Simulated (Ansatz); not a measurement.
## Mo: strain energy, fitted

Mo, Im-3m, a = 3.129 Å. Ansatz: PBEsol, PAW, 420 eV, Γ-centred 16×16×16 mesh on 2 atoms, Gaussian smearing 0.10 eV; no spin polarisation. Series: equal strain along all axes, cell held, atoms fixed by symmetry; x is the strain in per cent. y is the free energy over the unstrained cell, V0 = 15.322 Å³/atom.

```tsv
x (%)	y (meV/atom)
-6.0	?
-4.0	219.78
-2.0	51.87
0.0	0.00
2.0	44.97
4.0	169.38
6.0	358.35
```

Problem. Fit y = c2 x² + c3 x³ to the other rows, turn c2 into a modulus, and predict the missing energy.

Solution. Least squares on the rows shown. y = 12.201 x² − 0.37747 x³. In eV per unit strain² c2 is 122.0; the stiffness is B for this strain (E = 9/2 B V0 ε², shape held): 2 × 122.0 × 160.2 / (9 × 15.322) = 283 GPa. At x = -6.0 the fit asked for gives 520.77 meV/atom. The run gave 525.24 meV/atom, so the fit is 4.47 meV/atom too low, 0.85 % of the span of the series, against an rms of 0.90 meV/atom on the fitted rows. The row lies outside the fitted range. With a term in x⁴ added, a fit to the same known rows predicts 528.49 meV/atom, a smaller miss on the other side.